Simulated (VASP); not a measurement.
# MoSe2 (P6_3/mmc) in VASP: further runs

The runs below take MoSe2 through relaxation of cell and atoms, with LDA, PBE.

Program: VASP 6.6.1. These are calculated values, not measurements. Logs are shortened: lines on timing, memory, paths and dates and some standing lists are left out, and cuts for length are marked.

### Step 1. The crystal as given

Symmetry: P6_3/mmc, No. 194, hexagonal system. Conventional cell: a = 3.288 Å, b = 3.288 Å, c = 12.900 Å, α = 90.00°, β = 90.00°, γ = 120.00°. Around Mo (site symmetry -6m2) lie 6 Se at 2.49 Å. Se (site symmetry 3m) is surrounded by 3 Mo at 2.49 Å.

### Step 2. Relaxation of cell and atoms, LDA

Contents of INCAR:

```
ALGO = Normal
EDIFF = 1E-6
EDIFFG = -0.01
ENCUT = 600
IBRION = 2
ISIF = 3
ISMEAR = 0
KPAR = 2
LASPH = T
LCHARG = F
LREAL = F
LWAVE = F
NELM = 80
NSW = 90
PREC = Accurate
SIGMA = 0.03
```

Contents of KPOINTS:

```
k-points
0
Gamma
  9 9 2
```

Contents of POSCAR:

```
MoSe2
1.0
    3.2880000000      0.0000000000      0.0000000000
   -1.6440000000      2.8474915276      0.0000000000
    0.0000000000      0.0000000000     12.9000000000
Mo Se
2 4
Direct
    0.3333333333      0.6666666667      0.2500000000
    0.6666666667      0.3333333333      0.7500000000
    0.3333333333      0.6666666667      0.6250000000
    0.6666666667      0.3333333333      0.1250000000
    0.3333333333      0.6666666667      0.8750000000
    0.6666666667      0.3333333333      0.3750000000
```

Potentials or basis: VASP PAW LDA potentials, release 64 (Mo_sv, Se).

Run with:

```bash
$ cat potpaw_LDA.64/Mo_sv/POTCAR potpaw_LDA.64/Se/POTCAR > POTCAR
$ mpirun -np 2 vasp_std > vasp.out
```

OUTCAR:

```text
EDIFF = 1E-6
   EDIFFG = -0.01
   ENCUT = 600
   IBRION = 2
   ISIF = 3
   ISMEAR = 0
   LASPH = T
   LREAL = F
   NELM = 80
   NSW = 90
   PREC = Accurate

 ion  position               nearest neighbor table
   1  0.333  0.667  0.250-   4 2.49   6 2.49   4 2.49   6 2.49   4 2.49   6 2.49
   2  0.667  0.333  0.750-   3 2.49   5 2.49   3 2.49   5 2.49   3 2.49   5 2.49
   3  0.333  0.667  0.625-   2 2.49   2 2.49   2 2.49
   4  0.667  0.333  0.125-   1 2.49   1 2.49   1 2.49
   5  0.333  0.667  0.875-   2 2.49   2 2.49   2 2.49
   6  0.667  0.333  0.375-   1 2.49   1 2.49   1 2.49

  LATTYP: Found a hexagonal cell.
 ALAT       =     3.2880000000
 C/A-ratio  =     3.9233576642

  Lattice vectors:

 A1 = (   3.2880000000,   0.0000000000,   0.0000000000)
 A2 = (  -1.6440000000,   2.8474915276,   0.0000000000)
 A3 = (   0.0000000000,   0.0000000000,  12.9000000000)

Analysis of symmetry for initial positions (statically):
=====================================================================
 Subroutine PRICEL returns:
 Original cell was already a primitive cell.

 Routine SETGRP: Setting up the symmetry group for a
 hexagonal supercell.

 Subroutine GETGRP returns: Found 24 space group operations
 (whereof 12 operations were pure point group operations)
 out of a pool of 24 trial point group operations.

The static configuration has the point symmetry D_3d.
 The point group associated with its full space group is D_6h.

Analysis of symmetry for dynamics (positions and initial velocities):
=====================================================================
 Subroutine PRICEL returns:
 Original cell was already a primitive cell.

 Routine SETGRP: Setting up the symmetry group for a
 hexagonal supercell.

 Subroutine GETGRP returns: Found 24 space group operations
 (whereof 12 operations were pure point group operations)
 out of a pool of 24 trial point group operations.

The dynamic configuration has the point symmetry D_3d.
 The point group associated with its full space group is D_6h.

 Subroutine INISYM returns: Found 24 space group operations
 (whereof 12 operations are pure point group operations),
 and found     1 'primitive' translations

----------------------------------------------------------------------------------------

                                     Primitive cell

  volume of cell :     120.7769

  direct lattice vectors                    reciprocal lattice vectors
     3.288000000  0.000000000  0.000000000     0.304136253  0.175593148  0.000000000
    -1.644000000  2.847491528  0.000000000     0.000000000  0.351186295  0.000000000
[... 100 lines left out ...]
   POTIM  = 0.5000    time-step for ionic-motion
   TEBEG  =    0.0;   TEEND  =   0.0 temperature during run
   PSTRESS=    0.0 pullay stress
   NELECT =      52.0000    total number of electrons
   NUPDOWN=      -1.0000    fix difference up-down
   EMIN   =  10.00;   EMAX   =-10.00  energy-range for DOS
   EFERMI =   0.00;   METHOD = LEGACY
   ISMEAR =     0;   SIGMA  =   0.03  broadening in eV -4-tet -1-fermi 0-gaus
   EFERMI_NEDOS =   21; number of points for ismear=-14 and -15
   IALGO  =     38    algorithm
   IMIX   =      4    mixing-type and parameters
     AMIX     =   0.40;   BMIX     =  1.00
     AMIX_MAG =   1.60;   BMIX_MAG =  1.00
  volume/ion in A,a.u.               =      20.13       135.84
  Fermi-wavevector in a.u.,A,eV,Ry     =   1.236179  2.336039 20.791580  1.528138
  Thomas-Fermi vector in A             =   2.370798
   LORBIT       =      0    0 simple, 1 ext, 2 COOP (PROOUT), +10 PAW based schemes
   GGA     = CA    functional components
   LHFCALC =     F    Hartree Fock is set to
   AEXX    =    0.0000 exact exchange contribution
   IVDW    =     0    specifies the selected vdW correction
   LEPSILON=     F    determine dielectric tensor
   LRPA    =     F    only Hartree local field effects (RPA)
 conjugate gradient relaxation of ions
 non-spin polarized calculation
 Gauss-broadening in eV      SIGMA  =   0.03
  energy-cutoff  :      600.00
  volume of cell :      120.78
 maximum number of plane-waves:      4085
 NGX is ok and might be reduce to    28
   NGX = 13   NGY = 13   NGZ = 51

--------------------------------------- Ionic step        1  -------------------------------------------

 number of electron      52.0000001 magnetization

 Free energy of the ion-electron system (eV)
  ---------------------------------------------------
  ext. energy  EPLUGINS =         0.00000000
  ---------------------------------------------------
  free energy    TOTEN  =       -45.19719713 eV

  energy without entropy =      -45.19719713  energy(sigma->0) =      -45.19719713

------------------------ aborting loop because EDIFF is reached ----------------------------------------

  FORCE on cell =-STRESS in cart. coord.  units (eV):
  Direction    XX          YY          ZZ          XY          YZ          ZX
  --------------------------------------------------------------------------------------
  -------------------------------------------------------------------------------------
  Total       -0.4678662     -0.4678662      3.5130033      0.0000000     -0.0000000     -0.0000000
  in kB       -6.2065214     -6.2065214     46.6020668      0.0000000     -0.0000000     -0.0000000
  external PRESSURE =      11.3963414 kB  Pullay stress =       0.0000000 kB
[... 101 lines left out ...]
  FREE ENERGIE OF THE ION-ELECTRON SYSTEM (eV)
  ---------------------------------------------------
  free  energy   TOTEN  =       -45.2416085838 eV

  energy  without entropy=      -45.2416085838  energy(sigma->0) =      -45.24160858

[... ionic steps 4 to 18 ...]

--------------------------------------- Ionic step       19  -------------------------------------------

 number of electron      52.0000002 magnetization

------------------------ aborting loop because EDIFF is reached ----------------------------------------
[... 75 lines left out ...]
--------------------------------------- Ionic step       21  -------------------------------------------

 number of electron      52.0000002 magnetization

 Free energy of the ion-electron system (eV)
  ---------------------------------------------------
  ext. energy  EPLUGINS =         0.00000000
  ---------------------------------------------------
  free energy    TOTEN  =       -45.27060087 eV

  energy without entropy =      -45.27060087  energy(sigma->0) =      -45.27060087

 E-fermi :   7.1992     XC(G=0): -11.1393

 val. band max:        6.8951822129   @ k =   0.0000   0.0000   0.0000
 cond. band min:       7.7225805607   @ k =   0.2222   0.1111   0.0000
 fundamental gap:      0.8273983478
 Fermi energy:         7.1991752397

 k-point     1 :       0.0000    0.0000    0.0000
  band No.  band energies     occupation
      1     -53.9375      2.00000
      2     -53.9375      2.00000
      3     -28.3290      2.00000
      4     -28.3289      2.00000
      5     -28.0917      2.00000
      6     -28.0917      2.00000
[... 838 lines left out ...]
  FREE ENERGIE OF THE ION-ELECTRON SYSTEM (eV)
  ---------------------------------------------------
  free  energy   TOTEN  =       -45.2706008693 eV

  energy  without entropy=      -45.2706008693  energy(sigma->0) =      -45.27060087

 reached required accuracy - stopping structural energy minimisation
```

Wall time 6.8 min (2 MPI ranks of AMD EPYC 9R45 (Zen 5), shared host); peak memory 0.26 GiB.

Results:

```yaml
Free_energy: -45.2706 eV
Relaxed_volume: 19.44 Å³/atom
Relaxed_cell: a = 3.252 Å, b = 3.252 Å, c = 12.739 Å, α = 90.00°, β = 90.00°, γ = 120.00°
Space_group_after_relaxing_to_0.05_Å: P6_3/mmc (No. 194)
Energy_gained_by_relaxing: 12.2 meV/atom
Ionic_steps: 21
Pressure_after_relaxing: 0.0 GPa
Band_gap_on_the_k_mesh: 0.83 eV, indirect (least direct gap 1.51 eV)
```

Step by step:
```tsv
step	energy change (eV)	largest force (eV/Å)	pressure (GPa)	volume (Å³)
1	0.0000	0.6608	1.14	120.78
2	0.0060	0.5839	-4.63	123.26
3	-0.0444	0.0274	-1.78	121.97
4	-0.0592	0.0713	0.45	119.05
5	-0.0612	0.0595	-0.14	119.79
6	-0.0628	0.0903	0.04	119.48
7	-0.0652	0.1853	0.58	118.55
8	-0.0656	0.1785	0.55	118.52
9	-0.0670	0.1592	0.42	118.44
10	-0.0691	0.1217	0.17	118.28
11	-0.0712	0.0470	-0.33	117.96
12	-0.0713	0.0314	-0.43	117.89
13	-0.0720	0.0260	-0.34	117.62
14	-0.0729	0.0160	-0.19	117.15
15	-0.0731	0.0042	0.15	116.20
16	-0.0733	0.0065	-0.03	116.66
17	-0.0733	0.0049	-0.01	116.61
18	-0.0733	0.0059	0.00	116.64
19	-0.0734	0.0008	-0.05	116.67
20	-0.0734	0.0083	-0.08	116.71
21	-0.0734	0.0007	0.01	116.66
```

Final structure:
```xyz
6
Lattice="3.2518 0.0000 0.0000 -1.6259 2.8161 0.0000 0.0000 0.0000 12.7388" Properties=species:S:1:pos:R:3 pbc="T T T"
Mo    0.0000    1.8774    3.1847
Mo    1.6259    0.9387    9.5541
Se    0.0000    1.8774    7.8936
Se    1.6259    0.9387    1.5243
Se    0.0000    1.8774   11.2145
Se    1.6259    0.9387    4.8451
```

Levels at points of the mesh, in eV from the valence-band top:
```csv
k point,band 23,band 24,band 25,band 26,band 27,band 28,band 29,band 30
"(0.00, 0.00, 0.00)",-1.53,-1.27,-0.73,0.00,2.54,2.54,2.62,2.62
"(0.00, 0.00, 0.50)",-1.55,-1.55,-0.18,-0.18,2.56,2.56,2.56,2.56
```

Caveat: an odd mesh through Γ misses points on the zone boundary, where band edges often lie.

### Step 3. Relaxation of cell and atoms, LDA

This run uses another cell than the first one, of 19.44 Å³/atom, 0.966 times its volume.

Edit INCAR of step 2 so:

```diff
@@ -1,4 +1,4 @@
 ALGO = Normal
-EDIFF = 1E-6
-EDIFFG = -0.01
+EDIFF = 1E-7
+EDIFFG = -0.005
 ENCUT = 600
```

KPOINTS is that of step 2.

Contents of POSCAR:

```
MoSe2                                   
1.0
    3.2518070665      0.0000000000      0.0000000000
   -1.6259035332      2.8161475277     -0.0000000000
    0.0000000000     -0.0000000000     12.7387744519
  Mo              Se            
     2     4
Direct
     0.3333333332999970    0.6666666667000030    0.2500000000000000
     0.6666666667000030    0.3333333332999970    0.7500000000000000
     0.3333333332999970    0.6666666667000030    0.6196545790875785
     0.6666666667000030    0.3333333332999970    0.1196545790875785
     0.3333333332999970    0.6666666667000030    0.8803454209124215
     0.6666666667000030    0.3333333332999970    0.3803454209124214
```

Potentials or basis: VASP PAW LDA potentials, release 64 (Mo_sv, Se).

Run with:

```bash
$ cat potpaw_LDA.64/Mo_sv/POTCAR potpaw_LDA.64/Se/POTCAR > POTCAR
$ mpirun -np 2 vasp_std > vasp.out
```

Wall time 44 s (2 MPI ranks of AMD EPYC 9R45 (Zen 5), shared host); peak memory 0.23 GiB.

Results (log left out):

```yaml
Free_energy: -45.2696 eV
Pressure_after_relaxing: 0.0 GPa
Band_gap_on_the_k_mesh: 0.83 eV, indirect (least direct gap 1.51 eV)
```

Final structure:
```cif
data_structure
_symmetry_space_group_name_H-M 'P 1'
_symmetry_Int_Tables_number 1
_cell_length_a 3.2518
_cell_length_b 3.2518
_cell_length_c 12.7388
_cell_angle_alpha 90.000
_cell_angle_beta 90.000
_cell_angle_gamma 120.000
_cell_volume 116.66
loop_
_atom_site_label
_atom_site_type_symbol
_atom_site_fract_x
_atom_site_fract_y
_atom_site_fract_z
_atom_site_occupancy
Mo1 Mo 0.33333 0.66667 0.25000 1
Mo2 Mo 0.66667 0.33333 0.75000 1
Se1 Se 0.33333 0.66667 0.61965 1
Se2 Se 0.66667 0.33333 0.11965 1
Se3 Se 0.33333 0.66667 0.88035 1
Se4 Se 0.66667 0.33333 0.38035 1
```

Levels at points of the mesh, in eV from the valence-band top:
| k point | band 23 | band 24 | band 25 | band 26 | band 27 | band 28 | band 29 | band 30 |
| --- | --- | --- | --- | --- | --- | --- | --- | --- |
| (0.00, 0.00, 0.00) | -1.53 | -1.27 | -0.73 | 0.00 | 2.54 | 2.54 | 2.62 | 2.62 |
| (0.00, 0.00, 0.50) | -1.55 | -1.55 | -0.18 | -0.18 | 2.56 | 2.56 | 2.56 | 2.56 |

Caveat: the relaxation stopped at its first step, so nothing moved; an odd mesh through Γ misses points on the zone boundary, where band edges often lie.

### Step 4. Relaxation of cell and atoms, PBE

Contents of INCAR:

```
SYSTEM = MoSe2
ALGO = Normal ; EDIFF = 1E-6
EDIFFG = -0.01 ; ENCUT = 300
GGA = PE ; IBRION = 2
ISIF = 3 ; ISMEAR = 0
KPAR = 2 ; LASPH = .TRUE.
LCHARG = .FALSE. ; LREAL = .FALSE.
LWAVE = .FALSE. ; NELM = 80
NSW = 90 ; PREC = Accurate
SIGMA = 0.03
```

Contents of KPOINTS:

```
k-points
0
G
  5 5 1
  0 0 0
```

Contents of POSCAR:

```
MoSe2
1.0
    3.2880000000      0.0000000000      0.0000000000
   -1.6440000000      2.8474915276      0.0000000000
    0.0000000000      0.0000000000     12.9000000000
Mo Se
2 4
Direct
    0.3333333333      0.6666666667      0.2500000000
    0.6666666667      0.3333333333      0.7500000000
    0.3333333333      0.6666666667      0.6250000000
    0.6666666667      0.3333333333      0.1250000000
    0.3333333333      0.6666666667      0.8750000000
    0.6666666667      0.3333333333      0.3750000000
```

Potentials or basis: VASP PAW PBE potentials, release 64 (Mo, Se).

Run with:

```bash
$ cat potpaw_PBE.64/Mo/POTCAR potpaw_PBE.64/Se/POTCAR > POTCAR
$ mpirun -np 2 vasp_std > vasp.out
```

Run time: 3.9 min. Hardware: 2 MPI ranks of AMD EPYC 7R43 (Zen 3), shared host; peak memory 0.14 GiB.

The run converged. Its results:

```
Free energy                            : -39.9159 eV
Relaxed volume                         : 23.03 Å³/atom
Relaxed cell                           : a = 3.318 Å, b = 3.318 Å, c = 14.493 Å, α = 90.00°, β = 90.00°, γ = 120.00°
Space group after relaxing (to 0.05 Å) : P6_3/mmc (No. 194)
Energy gained by relaxing              : 41.3 meV/atom
Ionic steps                            : 37
Pressure after relaxing                : 0.0 GPa
Band gap on the k mesh                 : 1.36 eV, indirect (least direct gap 1.85 eV)
```

Stress tensor (GPa, compression positive):
```
-0.07  0.00  0.00
 0.00 -0.07  0.00
 0.00  0.00  0.04
```

The path:
| step | energy change (eV) | largest force (eV/Å) | pressure (GPa) | volume (Å³) |
| --- | --- | --- | --- | --- |
| 1 | 0.0000 | 1.0923 | 8.03 | 120.78 |
| 2 | 0.5062 | 1.9680 | -11.32 | 139.24 |
| 3 | -0.1878 | 0.1779 | -0.33 | 126.65 |
| 4 | -0.1883 | 0.1314 | -0.03 | 126.40 |
| 5 | -0.1883 | 0.1103 | 0.11 | 126.29 |
| 6 | -0.1950 | 0.1295 | 0.23 | 126.43 |
| 7 | -0.2028 | 0.1794 | 0.59 | 126.79 |
| 8 | -0.2072 | 0.1785 | 0.47 | 127.32 |
| 9 | -0.2184 | 0.1747 | 0.11 | 128.91 |
| 10 | -0.2329 | 0.1626 | -0.49 | 132.12 |
| 11 | -0.2369 | 0.1183 | -1.34 | 138.65 |
| 12 | -0.2391 | 0.1287 | -0.99 | 136.00 |
| 13 | -0.2438 | 0.0060 | -0.29 | 136.20 |
| 14 | -0.2444 | 0.0546 | 0.05 | 136.30 |
| 15 | -0.2456 | 0.0367 | 0.08 | 136.40 |
| 16 | -0.2465 | 0.0117 | 0.12 | 136.54 |
| 17 | -0.2460 | 0.0373 | 0.21 | 136.82 |
| 18 | -0.2467 | 0.0053 | 0.15 | 136.64 |
| 19 | -0.2468 | 0.0306 | 0.00 | 136.90 |
| 20 | -0.2468 | 0.0365 | -0.06 | 136.96 |
| 21 | -0.2468 | 0.0336 | -0.05 | 136.93 |
| 22 | -0.2468 | 0.0318 | -0.03 | 136.92 |
| 23 | -0.2469 | 0.0246 | -0.03 | 137.05 |
| 24 | -0.2470 | 0.0065 | -0.07 | 137.37 |
| 25 | -0.2470 | 0.0106 | -0.07 | 137.29 |
| 26 | -0.2471 | 0.0081 | 0.06 | 137.26 |
| 27 | -0.2471 | 0.0109 | 0.07 | 137.25 |
| 28 | -0.2472 | 0.0066 | 0.08 | 137.30 |
| 29 | -0.2473 | 0.0053 | 0.07 | 137.42 |
| 30 | -0.2473 | 0.0093 | 0.08 | 137.46 |
| 31 | -0.2474 | 0.0183 | 0.01 | 137.62 |
| 32 | -0.2474 | 0.0319 | -0.09 | 137.84 |
| 33 | -0.2474 | 0.0310 | -0.11 | 137.89 |
| 34 | -0.2475 | 0.0280 | -0.12 | 138.02 |
| 35 | -0.2475 | 0.0218 | -0.14 | 138.28 |
| 36 | -0.2476 | 0.0084 | -0.07 | 138.23 |
| 37 | -0.2476 | 0.0012 | -0.03 | 138.21 |

Final structure:
```yaml
crystal:
  lattice:
    - [3.31838, 0.00000, 0.00000]
    - [-1.65919, 2.87380, 0.00000]
    - [0.00000, 0.00000, 14.49270]
  atoms:
    - { symbol: Mo, position: [0.33333, 0.66667, 0.25000] }
    - { symbol: Mo, position: [0.66667, 0.33333, 0.75000] }
    - { symbol: Se, position: [0.33333, 0.66667, 0.63489] }
    - { symbol: Se, position: [0.66667, 0.33333, 0.13489] }
    - { symbol: Se, position: [0.33333, 0.66667, 0.86511] }
    - { symbol: Se, position: [0.66667, 0.33333, 0.36511] }
```

Levels at points of the mesh, in eV from the valence-band top:
| k point | band 15 | band 16 | band 17 | band 18 | band 19 | band 20 | band 21 | band 22 |
| --- | --- | --- | --- | --- | --- | --- | --- | --- |
| (0.00, 0.00, 0.00) | -1.21 | -1.21 | -0.59 | 0.00 | 2.79 | 2.79 | 2.81 | 2.81 |

Caveat: the k mesh is coarse (spacing up to 0.49 Å⁻¹), so the values aren't converged; an odd mesh through Γ misses points on the zone boundary, where band edges often lie; this functional lacks dispersion, which binds the layers, so the pressure and a relaxed spacing across them are unreliable; the volume moved by +14 % from the deposited cell, more than functionals usually miss.

### Step 5. Relaxation of cell and atoms, PBE

This run uses another cell than the first one, of 23.03 Å³/atom, 1.144 times its volume.

Edit INCAR of step 4 so:

```diff
@@ -1,4 +1,4 @@
 SYSTEM = MoSe2
-ALGO = Normal ; EDIFF = 1E-6
-EDIFFG = -0.01 ; ENCUT = 300
+ALGO = Normal ; EDIFF = 1E-7
+EDIFFG = -0.005 ; ENCUT = 300
 GGA = PE ; IBRION = 2
```

KPOINTS is that of step 4.

Contents of POSCAR:

```
MoSe2                                   
1.0
    3.3183764272     -0.0000000000     -0.0000000000
   -1.6591882136      2.8737982852      0.0000000000
    0.0000000000     -0.0000000000     14.4927045881
  Mo              Se            
     2     4
Direct
     0.3333333332999970    0.6666666667000030    0.2500000000000000
     0.6666666667000030    0.3333333332999970    0.7500000000000000
     0.3333333332999970    0.6666666667000030    0.6348878315969765
     0.6666666667000030    0.3333333332999970    0.1348878315969766
     0.3333333332999970    0.6666666667000030    0.8651121684030235
     0.6666666667000030    0.3333333332999970    0.3651121684030234
```

Run with:

```bash
$ cat potpaw_PBE.64/Mo/POTCAR potpaw_PBE.64/Se/POTCAR > POTCAR
$ mpirun -np 2 vasp_std > vasp.out
```

Run time: 82 s. Hardware: 2 MPI ranks of AMD EPYC 7R43 (Zen 3), shared host; peak memory 0.15 GiB.

It converged, with:

```yaml
Free_energy: -39.9348 eV
Relaxed_volume: 23.36 Å³/atom
Relaxed_cell: a = 3.316 Å, b = 3.316 Å, c = 14.714 Å, α = 90.00°, β = 90.00°, γ = 120.00°
Space_group_after_relaxing_to_0.05_Å: P6_3/mmc (No. 194)
Energy_gained_by_relaxing: 0.1 meV/atom
Ionic_steps: 11
Pressure_after_relaxing: 0.0 GPa
Band_gap_on_the_k_mesh: 1.41 eV, indirect (least direct gap 1.86 eV)
```

Step by step:
| step | energy change (eV) | largest force (eV/Å) | pressure (GPa) | volume (Å³) |
| --- | --- | --- | --- | --- |
| 1 | 0.0000 | 0.0017 | -0.03 | 138.21 |
| 2 | -0.0001 | 0.0018 | 0.04 | 138.11 |
| 3 | -0.0001 | 0.0019 | 0.04 | 138.11 |
| 4 | -0.0001 | 0.0164 | -0.03 | 138.19 |
| 5 | -0.0001 | 0.0103 | 0.00 | 138.15 |
| 6 | -0.0001 | 0.0116 | 0.00 | 138.16 |
| 7 | -0.0001 | 0.0113 | 0.00 | 138.20 |
| 8 | -0.0002 | 0.0106 | 0.00 | 138.34 |
| 9 | -0.0003 | 0.0093 | 0.00 | 138.60 |
| 10 | -0.0004 | 0.0061 | 0.00 | 139.12 |
| 11 | -0.0006 | 0.0015 | 0.01 | 140.16 |

Final structure:
```xyz
6
Lattice="3.3164 0.0000 0.0000 -1.6582 2.8721 0.0000 0.0000 0.0000 14.7141" Properties=species:S:1:pos:R:3 pbc="T T T"
Mo    0.0000    1.9147    3.6785
Mo    1.6582    0.9574   11.0356
Se    0.0000    1.9147    9.3667
Se    1.6582    0.9574    2.0096
Se    0.0000    1.9147   12.7045
Se    1.6582    0.9574    5.3475
```

Levels at points of the mesh, in eV from the valence-band top:
| k point | band 16 | band 17 | band 18 | band 19 | band 20 | band 21 |
| --- | --- | --- | --- | --- | --- | --- |
| (0.00, 0.00, 0.00) | -1.16 | -0.54 | 0.00 | 2.84 | 2.84 | 2.85 |

Caveat: the k mesh is coarse (spacing up to 0.44 Å⁻¹), so the values aren't converged; an odd mesh through Γ misses points on the zone boundary, where band edges often lie; this functional lacks dispersion, which binds the layers, so the pressure and a relaxed spacing across them are unreliable.
